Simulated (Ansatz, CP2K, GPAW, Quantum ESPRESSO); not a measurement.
# WC: programs and potentials compared

```
W C
1.0
     2.90650    0.00000    0.00000
    -1.45325    2.51710    0.00000
     0.00000    0.00000    2.83660
W C
1 1
Direct
  0.00000 0.00000 0.00000
  0.66667 0.33333 0.50000
```

Alike in all runs: task band structure; functional PBEsol; k mesh 10 × 10 × 9; occupations fermi-dirac, width 0.05 eV; no spin polarisation; no spin-orbit coupling. Pressure is positive in compression and, in plane waves, holds the error of the finite cutoff, which Ansatz's Pulay term estimates and takes out.

```json
{"program and potentials": "Ansatz, Ansatz PAW", "plane-wave cutoff (eV)": "420", "notes": "potentials made for PBE, which Ansatz adapts in part; Pulay term of +0.30 GPa included", "pressure (GPa)": "-3.49"}
{"program and potentials": "Ansatz, all-electron LAPW, scalar-relativistic", "plane-wave cutoff (eV)": "-", "notes": "-", "pressure (GPa)": "-3.43"}
{"program and potentials": "Ansatz, PAW datasets made for the crystal", "plane-wave cutoff (eV)": "340", "notes": "-", "pressure (GPa)": "-3.43"}
{"program and potentials": "GPAW, PAW data sets generated for this functional", "plane-wave cutoff (eV)": "800", "notes": "-", "pressure (GPa)": "-3.98"}
{"program and potentials": "CP2K, POTENTIAL_UZH W GTH-PBE-q14, C GTH-PBE-q4; TZVP-MOLOPT-PBE-GTH basis", "plane-wave cutoff (eV)": "-", "notes": "atomic basis; potentials made for PBE", "pressure (GPa)": "-4.00"}
{"program and potentials": "Quantum ESPRESSO, GBRV 1.5 PBEsol", "plane-wave cutoff (eV)": "762", "notes": "-", "pressure (GPa)": "-2.60"}
{"program and potentials": "Quantum ESPRESSO, PseudoDojo 0.4.1 SR PBEsol standard", "plane-wave cutoff (eV)": "1116", "notes": "-", "pressure (GPa)": "-3.15"}
```

The pressure spans -4.00 (CP2K, POTENTIAL_UZH W GTH-PBE-q14, C GTH-PBE-q4; TZVP-MOLOPT-PBE-GTH basis) to -2.60 GPa (Quantum ESPRESSO, GBRV 1.5 PBEsol), with all-electron results at -3.43. Rows in atomic bases carry the error of their basis and grid, which can be large.

The functional is the same throughout but for its coding, so the spread measures potentials, basis and numerics; runs on potential files found faulty are left out.
